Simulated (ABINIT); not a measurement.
Set up this calculation in ABINIT 10.8.3 (patched build), as the native input.

```yaml
Task: equation of state
Functional: PBE
Potentials_or_basis: PseudoDojo NC SR PBE v0.4.1 standard
Cutoff: 1170 eV
k_mesh: 6 × 6 × 6
Occupations: fermi-dirac, width 0.05 eV
Spin: no spin polarisation
```

The system is PbSe (Clausthalite).

```
Pb Se
1.0
     0.00000    3.06065    3.06065
     3.06065    0.00000    3.06065
     3.06065    3.06065    0.00000
Pb Se
1 1
Cartesian
  0.0000 0.0000 0.0000
  3.0606 3.0606 3.0606
```

These files were run (other wordings do the same):

run.abi

```
# Datasets: one volume each
ndtset 7
getwfk -1
scalecart1 3*0.9795861087
scalecart2 3*0.9864848297
scalecart3 3*0.9932883884
scalecart4 3*1.0000000000
scalecart5 3*1.0066227096
scalecart6 3*1.0131594038
scalecart7 3*1.0196128224

# Pseudopotentials
pp_dirpath "./"
pseudos "Pb.upf, Se.upf"

# Structure
acell 4.3284127397 4.3284127397 4.3284127397 Angstrom
rprim
     0.0000000000     0.7071067812     0.7071067812
     0.7071067812     0.0000000000     0.7071067812
     0.7071067812     0.7071067812     0.0000000000
ntypat 2
znucl 82 34
natom 2
typat 1 2
xred
     0.0000000000     0.0000000000     0.0000000000
     0.5000000000     0.5000000000     0.5000000000

# Plane-wave basis
ecut 43.0

# k points
kptopt 1
ngkpt 6 6 6
nshiftk 1
shiftk 0.0 0.0 0.0

# Exchange and correlation
ixc 11

# Bands and occupations
nband 19
occopt 3
tsmear 0.05 eV

# SCF cycle
nstep 100
tolvrs 1.0e-10

# Output
iomode 3
prtwf 1
prtden 0
prteig 0
prtebands 0
```

Potentials or basis: PseudoDojo NC SR PBE v0.4.1 standard.

Command:

```console
$ abinit run.abi > log 2>&1
```

Results of the run:

```
Equilibrium volume                      : 30.02 Å³/atom
Bulk modulus                            : 47 GPa
Pressure derivative of the bulk modulus : 4.0
```

Caveat: pressures at fixed basis lie under the slope of the energies.

Run time: 5.4 min on 1 thread of Arm Neoverse V1, with other jobs on the host, peak memory 0.14 GiB.
